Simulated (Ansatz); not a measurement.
# LiNbO3: the cost of one run

Computed with Ansatz 0.2.0 (DFT PBE, scalar-relativistic, plane waves, PAW, unless a step's input says otherwise).

## 1. The structure to begin with

The structure is trigonal, space group R3c (No. 161). The conventional cell has a = 5.151 Å, b = 5.151 Å, c = 13.865 Å, α = 90.00°, β = 90.00°, γ = 120.00°. Li (site symmetry 3) has 6 O at 2.07 to 2.24 Å as nearest neighbours. Nb (site symmetry 3) is surrounded by 6 O at 1.88 to 2.12 Å. O (site symmetry 1) is surrounded by 2 Nb at 1.88 to 2.12 Å and 2 Li at 2.07 to 2.24 Å.

Structure file:

```
CELL_PARAMETERS angstrom
2.57565 1.48705 4.62180
-2.57565 1.48705 4.62180
0.00000 -2.97410 4.62180
ATOMIC_POSITIONS crystal
Li 0.30210 0.30210 0.30210
Li 0.80210 0.80210 0.80210
Nb 0.01920 0.01920 0.01920
Nb 0.51920 0.51920 0.51920
O 0.13110 0.37830 0.74050
O 0.74050 0.13110 0.37830
O 0.37830 0.74050 0.13110
O 0.24050 0.87830 0.63110
O 0.87830 0.63110 0.24050
O 0.63110 0.24050 0.87830
```

The structure rests on an entry of the Crystallography Open Database; cell or positions may have been set otherwise for this series.

## 2. Relaxing cell and atoms: LiNbO3, no spin

The input, input.yaml:

```yaml
crystal:
  lattice:
    - [2.5756485575, 1.487051388, 4.6218]
    - [-2.5756485575, 1.487051388, 4.6218]
    - [0.0, -2.974102776, 4.6218]
  atoms:
    - { symbol: Li, position: [0.3021, 0.3021, 0.3021] }
    - { symbol: Li, position: [0.8021, 0.8021, 0.8021] }
    - { symbol: Nb, position: [0.0192, 0.0192, 0.0192] }
    - { symbol: Nb, position: [0.5192, 0.5192, 0.5192] }
    - { symbol: O, position: [0.1311, 0.3783, 0.7405] }
    - { symbol: O, position: [0.7405, 0.1311, 0.3783] }
    - { symbol: O, position: [0.3783, 0.7405, 0.1311] }
    - { symbol: O, position: [0.2405, 0.8783, 0.6311] }
    - { symbol: O, position: [0.8783, 0.6311, 0.2405] }
    - { symbol: O, position: [0.6311, 0.2405, 0.8783] }
scf:
  occupations: { method: fixed }
output:
  forces: true
  stress: true
  eigenvalues: true
hamiltonian:
  xc: pbe
kpoints:
  mp_grid: { grid: [4, 4, 4] }
relax:
  f_tol: 0.002
  cell: { stress_tol: 0.02 }
```

Started as:

```sh
$ ansatz run input.yaml --threads 8 --pin off --max-ram 16384MiB --backend cpu --events-out ev --progress --plain --runs-dir out
```

**Question.** How long does this run take on 8 threads of Intel Xeon 6975P-C (Granite Rapids), shared host, and how much memory does it need?

About 6.9 s, with a peak of 0.59 GiB.
